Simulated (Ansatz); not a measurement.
HgTe squeezed and stretched

A database entry relaxed whole under r2SCAN (Fm-3m):

```
Hg Te
1.0
     0.00000    3.04732    3.04732
     3.04732    0.00000    3.04732
     3.04732    3.04732    0.00000
Hg Te
1 1
Cartesian
  0.0000 0.0000 0.0000
  3.0473 3.0473 3.0473
```

The cell was scaled uniformly, its shape held, and the atoms relaxed at each volume with plane-wave PAW DFT (Ansatz 0.2.0; r2SCAN, 500 eV, 10×10×10 Γ-centred mesh, fermi-dirac occupations of width 0.100 eV; no spin, no spin-orbit coupling). One row is withheld.

| volume (Å³/atom) | energy over the lowest (meV/atom) | pressure (GPa) |
| --- | --- | --- |
| 26.600 | 17.3 | 3.76 |
| 27.166 | ? | ? |
| 27.732 | 1.4 | 1.05 |
| 28.298 | 0.0 | -0.07 |
| 28.864 | 2.3 | -1.05 |
| 29.430 | 7.9 | -1.92 |
| 29.996 | 16.4 | -2.68 |

**Question.** Fit the pressures of the other rows to the third-order Birch-Murnaghan form.

**Answer.** With f = [(V₀/V)^(2/3) − 1]/2 and P = 3B₀f(1 + 2f)^(5/2)[1 + 3(B₀′ − 4)f/2], least squares gives V₀ = 28.26 Å³ an atom, B₀ = 52.8 GPa and B₀′ = 5.4; the rows miss the fit by less than 0.01 GPa. The slope of the energies differs from these pressures by 0.09 GPa, since they are taken to zero smearing while pressures follow the free energy.

**Question.** What does the withheld row hold?

**Answer.** The fit gives 2.32 GPa at 27.166 Å³; the run gave 2.32 GPa and 7.0 meV an atom.

Caveats: the shape of the cell was held; 0 K, fixed nuclei; the symmetry was kept, and this need not be the phase that is stable at 0 K; one mesh for all volumes; the relaxed cell lies far from the entry, by an error of the functional or of the entry; pressure is positive in compression.
